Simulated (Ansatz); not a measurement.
## K on Ru(0001): change of the work function: cost of one run

Ansatz 0.2.0; plane-wave DFT, PBE, Ansatz PAW. The cell holds 17 atoms.

input.yaml reads:

```yaml
crystal:
  lattice:
    - [5.4, 0.0, 0.0]
    - [2.7, 4.6765371804, 0.0]
    - [0.0, 0.0, 27.6936067313]
  atoms:
    - { symbol: Ru, position: [0.3333333333, 0.3333333333, 0.324984755] }
    - { symbol: Ru, position: [0.0, 0.0, 0.4022011329] }
    - { symbol: Ru, position: [0.3333333333, 0.3333333333, 0.4801696004] }
[... 8 atom lines left out ...]
    - { symbol: Ru, position: [0.5, 0.0, 0.5552616944] }
    - { symbol: Ru, position: [0.8333333333, 0.8333333333, 0.324984755] }
    - { symbol: Ru, position: [0.5, 0.5, 0.4022011329] }
    - { symbol: Ru, position: [0.8333333333, 0.8333333333, 0.4801696004] }
    - { symbol: Ru, position: [0.5, 0.5, 0.5552616944] }
    - { symbol: K, position: [0.3333333333, 0.3333333333, 0.675015245] }
kpoints:
  mp_grid: { grid: [7, 7, 1] }
hamiltonian:
  xc: pbe
scf:
  occupations: { method: fermi_dirac, width: 0.1 }
  convergence: { dr2_threshold: 1.0e-08 }
efield:
  axis: 3
  dipole_correction: true
  ramp_position: 0.97
  ramp_width: 0.04
  amplitude: 0.2
relax:
  f_tol: 0.02
  max_steps: 60
  constraints: [{ sites: [0, 1, 4, 5, 8, 9, 12, 13] }]
output:
  bader: true
  dos: { projected: true, e_range: [-8, 4] }
  write_potential: true
  write_density: true
  volumetric_format: npy
```

The run is started by

```
ansatz run input.yaml --threads 4 --pin off --max-ram 6144MiB --backend cpu --events-out ev --progress --plain --runs-dir out
```

The cutoff in use is 420 eV. For reference, a run of the same kind (4 atoms, 21 k-points, 39 bands and 3,063 plane waves; 26 SCF cycles) took 8.2 s and 0.53 GiB on the same hardware.

**Question.** How long does this run take on 4 threads of Arm Neoverse V2, shared host, and how much memory does it need?

A cutoff of 420 eV is a sphere of radius 10.5 Å⁻¹, so a cell of 699 Å³ holds about V·G³/6π² = 13,668 plane waves. At two electrons a band, the 265 electrons need 133 bands, and 26 more are carried. Symmetry cuts the 7×7×1 mesh from 49 to 8 points. The run has 8 k-points, 159 bands and 13,575 plane waves. Taking the work of a cycle as k-points × spins × bands × plane waves, that is 6.9 times the reference, or 56 s at the reference's 26 cycles. The run needed 58 SCF cycles over 5 ionic steps, which makes it about 2.1 min. One copy of the wavefunctions takes 0.26 GiB at 16 bytes a coefficient, against 0.037 GiB in the reference; grids, projectors and work arrays come on top. Measured: about 2.9 min, with a peak of 2.8 GiB. The run took longer than the estimate, which leaves out the steps that grow as the square of the band count.

[Logs are printed without paths, hosts, clocks, repeated set-up lines and the standing remarks that a program may print on its own settings, such as how far it seeks lower states.]

[Hosts, paths, dates, database ids (printed as entryN), source tags and the programs' standing remarks are cut or masked in the printed files.]

[Maps of the electrostatic potential energy from Ansatz leave out the sawtooth potential of an applied field or a dipole correction, so their vacuum need not be flat; planar profiles and work functions include it.]
